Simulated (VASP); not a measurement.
Set up this calculation in VASP 6.6.1, as the native input.

| Item | Value |
| --- | --- |
| Task | relaxation of cell and atoms |
| Functional | PBEsol |
| Potentials or basis | VASP PAW PBE potentials, release 64 (Sn_d) |
| Cutoff | 300 eV |
| k mesh | 10 × 10 × 10 |
| Occupations | gaussian, width 0.1 eV |
| Spin | no spin polarisation |
| Further INCAR settings | ALGO = Fast; EDIFF = 1e-07; IBRION = 2; EDIFFG = -0.005; NSW = 90; ISIF = 3 |

The structure of Sn lies in POSCAR:

```
Sn
1.0
    5.1704645300     -2.2627010000      0.0000000000
    5.1704645300      2.2627010000      0.0000000000
   -1.6331113200      0.0000000000      4.8867354400
Sn
4
Direct
    0.5000000000      0.5000000000      0.0000000000
    0.0000000000      0.0000000000      0.5000000000
    0.2472730000      0.2472730000      0.2446360000
    0.7527270000      0.7527270000      0.7553640000
```

This isn't the form of Sn at room conditions, which is tetragonal (white tin).

The input as run:

INCAR

```
PREC = Accurate
ENCUT = 300
EDIFF = 1E-7
ISMEAR = 0
SIGMA = 0.1
LREAL = F
LASPH = T
NELM = 60
ALGO = Fast
ISIF = 3
LWAVE = F
LCHARG = F
GGA = PS
IBRION = 2
NSW = 90
EDIFFG = -0.005
```

KPOINTS

```
Automatic mesh
0
Gamma
  10 10 10
```

Potentials or basis: VASP PAW PBE potentials, release 64 (Sn_d).

Launch:

```console
$ cat potpaw_PBE.64/Sn_d/POTCAR > POTCAR
$ mpirun -np 1 vasp_std > vasp.out
```

It gave:

The relaxed volume is 26.02 Å³/atom, the relaxed cell is a = 5.851 Å, b = 5.851 Å, c = 5.112 Å, α = 109.61°, β = 109.61°, γ = 39.54° and the space group after relaxing (to 0.05 Å) is Immm (No. 71). The energy gained by relaxing is 56.5 meV/atom. The ionic steps are 31, the pressure after relaxing is 0.0 GPa and the band gap on the k mesh is none (metal or under the smearing width).

Caveat: the PAW data sets were made with another functional, which shifts forces and pressure a little.

It took 65 min on 1 thread of Intel(R) Xeon(R) 6975P-C (Granite Rapids) (shared host), peak memory 0.48 GiB.
